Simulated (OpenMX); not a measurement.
Crystal: SnSe.

```
Sn Se
1.0
    11.42000    0.00000    0.00000
     0.00000    4.19000    0.00000
     0.00000    0.00000    4.46000
Sn Se
4 4
Direct
  0.87700 0.75000 0.90900
  0.62300 0.25000 0.40900
  0.37700 0.75000 0.59100
  0.12300 0.25000 0.09100
  0.64300 0.75000 0.98400
  0.85700 0.25000 0.48400
  0.14300 0.75000 0.51600
  0.35700 0.25000 0.01600
```

Base run:

```yaml
Program: OpenMX 3.8.5
Functional: PBE
Potentials_or_basis: OpenMX 2013 PBE set, Sn7.0-s3p2d2, Se7.0-s3p2d2, grid cutoff 500 Ry
k_mesh: 3 × 7 × 7
Occupations: fermi-dirac, width 0.05 eV
Spin: no spin polarisation
```

Its results: band gap on the k mesh 0.76 eV, indirect (least direct gap 0.81 eV); pressure 3.3 GPa; largest force 0.470 eV/Å.

**Question.** The run is repeated on the same cell with these changes: potentials or basis from OpenMX 2013 PBE set, Sn7.0-s3p2d2, Se7.0-s3p2d2, grid cutoff 500 Ry to OpenMX 2013 PBE set, Sn7.0-s3p2d1, Se7.0-s3p2d1, grid cutoff 500 Ry. What comes out?

**Answer.** Band gap on the k mesh 0.69 eV, indirect (least direct gap 0.85 eV); pressure 3.4 GPa; largest force 0.417 eV/Å.

Caveats: spin-orbit coupling is left out, which moves the levels of the heavy elements; the basis of atomic orbitals isn't converged, which shifts pressures, moduli and gaps; an odd mesh through Γ misses points on the zone boundary, where band edges often lie (some runs); the mesh misses the band edges, which the band path finds closer together (some runs).
